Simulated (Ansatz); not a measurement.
## TiAl: what symmetry allows forces and stress to be

```
CELL_PARAMETERS angstrom
2.83730 0.00000 0.00000
0.00000 2.83730 0.00000
0.00000 0.00000 4.05910
ATOMIC_POSITIONS crystal
Ti 0.03172 0.00000 0.00000
Al 0.50000 0.50000 0.50000
```

All numbers below come from DFT PBE, scalar-relativistic, plane waves, PAW in Ansatz 0.2.0.

Plane waves to 420 eV, a k mesh through Γ of 14×14×10 on the computed 2-atom cell and Gaussian smearing (0.10 eV); no spin polarisation.

This distorted cell has space group Pmm2, with 4 operations.

**Question.** Without a calculation: in which directions can each atom feel a force?

**Answer.** A force must be left unchanged by every operation that keeps its atom in place, so it lies in the space that those operations leave fixed. Atoms that the group maps onto each other feel forces of one size.
```
atom site symmetry operations at the site equivalent to atom allowed force (Cartesian)
 Ti1            mm2                       4                   1   along (1.00, 0.00, 0.00)
 Al2            mm2                       4                   2   along (1.00, 0.00, 0.00)
```

That leaves 2 independent force components of 6, tied by 1 condition that the forces sum to zero, so 1 remains. A relaxation in this cell that keeps the symmetry moves the atoms in these directions alone.

**Question.** And the stress tensor?

**Answer.** It must be invariant under the point group, which leaves 3 independent components: yz, xz, xy vanish.

**Question.** Do the computed values obey this?

**Answer.** Yes. Forces (eV/Å):
```
Ti1 -0.391  0.000  0.000
Al2  0.391  0.000  0.000
```

Stress (GPa, compression positive, xx yy zz yz xz xy): -1.00 -0.87 0.28 0.00 0.00 0.00. The program imposes the same operations on density, forces and stress, so this confirms the analysis and is no independent test of the calculation.